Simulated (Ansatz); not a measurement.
## GaAs: band structure with exchange-only PBE

**What was measured.**

“Evidence of valence band perturbations in GaAsN/GaAs(001): A combined variable-angle spectroscopic ellipsometry and modulated photoreflectance investigation”, 2008, arxiv:0805.2212 reports, for a bulk crystal of GaAs at 300 K: band gap 1.412 ± 0.01 eV (direct).

Crystal: GaAs.

```
As Ga
1.0
     0.00000    2.82685    2.82685
     2.82685    0.00000    2.82685
     2.82685    2.82685    0.00000
As Ga
1 1
Direct
  0.75000 0.75000 0.75000
  0.00000 0.00000 0.00000
```

| Item | Value |
| --- | --- |
| Program | Ansatz 0.2.0 |
| Task | band structure |
| Functional | exchange-only PBE |
| Potentials or basis | Ansatz PAW |
| Cutoff | 420 eV (not typed: the program's choice for these potentials) |
| k mesh | 8 × 8 × 8 |
| Occupations | fermi-dirac, width 0.05 eV |
| Spin | no spin polarisation |
| Path | [["G", "X", "W", "K", "G", "L", "U", "W", "L", "K"], ["U", "X"]] |
| Points for each segment of the path | 14 |

* Pressure: 13.0 GPa
* Band gap on the k mesh: 0.45 eV, direct
* Band gap along the path: 0.45 eV, direct

Levels at the corners of the path, in eV from the valence-band top:
```tsv
point	band 12	band 13	band 14	band 15	band 16	band 17
Γ	0.00	0.00	0.00	0.45	3.76	3.76
X	-6.82	-2.66	-2.66	1.62	1.75	10.13
W	-6.64	-3.48	-3.29	4.58	4.87	5.45
K	-6.64	-3.79	-2.24	2.07	4.70	7.99
Γ	0.00	0.00	0.00	0.45	3.76	3.76
L	-6.61	-1.14	-1.14	1.02	4.70	4.70
U	-6.64	-3.79	-2.24	2.07	4.70	7.99
W	-6.64	-3.48	-3.29	4.58	4.87	5.45
L	-6.61	-1.14	-1.14	1.02	4.70	4.70
K	-6.64	-3.79	-2.24	2.07	4.70	7.99
U	-6.64	-3.79	-2.24	2.07	4.70	7.99
X	-6.82	-2.66	-2.66	1.62	1.75	10.13
```

It took 3 s on 2 threads of Arm Neoverse V2, with other jobs on the host, peak memory 0.33 GiB.

Measured gap of GaAs: 1.412 eV (direct; 300 K; “Evidence of valence band perturbations in GaAsN/GaAs(001): A combined variable-angle spectroscopic ellipsometry and modulated photoreflectance investigation”, 2008, arxiv:0805.2212). This calculation gives 0.45 eV (-0.96 eV). 3 values of this kind are on record (1.412 to 1.51 eV); this one was drawn at random among those near their median, those with a stated uncertainty first. Spin-orbit coupling on As, Ga is left out. The value is that of exchange-only PBE, without temperature or zero-point motion.

Caveat: the PAW data sets come from PBE, with cores solved anew for the run's functional, which leaves a small shift of forces and pressure.
